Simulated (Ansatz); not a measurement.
# Fe: stress in a strained cell

Aim: deform Fe (zz strain of -2 %) and compute stress, forces and field gradients with LAPW, PAW and all-electron datasets made for the crystal.

Computed with Ansatz 0.2.0 (DFT PBE, scalar-relativistic, unless a step's input says otherwise).

## (1) The starting structure

Symmetry: P6_3/mmc, No. 194, hexagonal system. Conventional cell: a = 2.434 Å, b = 2.434 Å, c = 3.842 Å, α = 90.00°, β = 90.00°, γ = 120.00°. Fe (site symmetry -6m2) has 12 Fe at 2.38 to 2.43 Å as nearest neighbours.

Coordinates:

```
CELL_PARAMETERS angstrom
2.43416 0.00000 0.00000
-1.21708 2.10804 0.00000
0.00000 0.00000 3.84193
ATOMIC_POSITIONS crystal
Fe 0.33333 0.66667 0.25000
Fe 0.66667 0.33333 0.75000
```

Atoms are numbered in the order of the input: Fe1, Fe2.

## (2) After the deformation

Space group P6_3/mmc before, P6_3/mmc after.

## (3) All-electron LAPW

The input, input.yaml:

```yaml
crystal:
  lattice:
    - [2.4341575853, 0.0, 0.0]
    - [-1.2170787927, 2.1080423057, 0.0]
    - [0.0, 0.0, 3.7650957806]
  atoms:
    - { symbol: Fe, position: [0.3333333333, 0.6666666667, 0.25] }
    - { symbol: Fe, position: [0.6666666667, 0.3333333333, 0.75] }
kpoints:
  mp_grid: { grid: [17, 17, 10] }
  band_path:
    path:
      - [0.0, 0.0, 0.0]
      - [0.5, 0.0, 0.0]
      - [0.3333333333, 0.3333333333, 0.0]
      - [0.0, 0.0, 0.0]
      - [0.0, 0.0, 0.5]
      - [0.5, 0.0, 0.5]
      - [0.3333333333, 0.3333333333, 0.5]
      - [0.0, 0.0, 0.5]
      - [0.5, 0.0, 0.5]
    npoints: 5
scf:
  occupations: { method: fermi_dirac, width: 0.08 }
hamiltonian:
  xc: pbe
  pseudopotentials: { kind: all_electron, lapw: { basis_error: 0.00025 } }
output:
  forces: true
  stress: true
  eigenvalues: true
```

On the command line:

```
> ansatz run input.yaml --threads 1 --pin off --max-ram 3072MiB --backend cpu --events-out ev --progress --plain --runs-dir out
```

## (4) Frozen-core PAW

The input, input.yaml:

```yaml
crystal:
  lattice:
    - [2.4341575853, 0.0, 0.0]
    - [-1.2170787927, 2.1080423057, 0.0]
    - [0.0, 0.0, 3.7650957806]
  atoms:
    - { symbol: Fe, position: [0.3333333333, 0.6666666667, 0.25] }
    - { symbol: Fe, position: [0.6666666667, 0.3333333333, 0.75] }
kpoints:
  mp_grid: { grid: [17, 17, 10] }
scf:
  occupations: { method: fermi_dirac, width: 0.08 }
hamiltonian:
  xc: pbe
  pseudopotentials: { kind: paw }
output:
  forces: true
  stress: true
  eigenvalues: true
  efg: { contact_densities: true }
```

## (5) All-electron PAW on datasets made for the crystal

Edit input.yaml of step 4 so:

```diff
@@ -14,3 +14,3 @@
   xc: pbe
-  pseudopotentials: { kind: paw }
+  pseudopotentials: { kind: all_electron, datasets: crystal }
 output:
```

(Steps that only read results are left out.)

Q: Predict the outcome of this session. Wanted: pressure; largest shear or deviatoric stress.

**Answer**, as computed:

| quantity | value |
| --- | --- |
| pressure | LAPW 18.30, PAW 18.45, crystal datasets 18.30 GPa |
| largest shear or deviatoric stress (LAPW) | 8.18 GPa |

What this shows: The largest part of the stress beyond the pressure is 8.18 GPa in size, in the zz component; the atoms are carried along and not relaxed. No run of the undeformed cell stands beside it, so the pressure holds what the given cell had before the change. PAW: stress within 0.20 GPa of LAPW. Crystal datasets: stress within 0.01 GPa of LAPW. Spin polarisation is left out here, though a magnetic state may lie well lower.

Real Fe is ferromagnetic; without spin these runs don't describe its ground state.
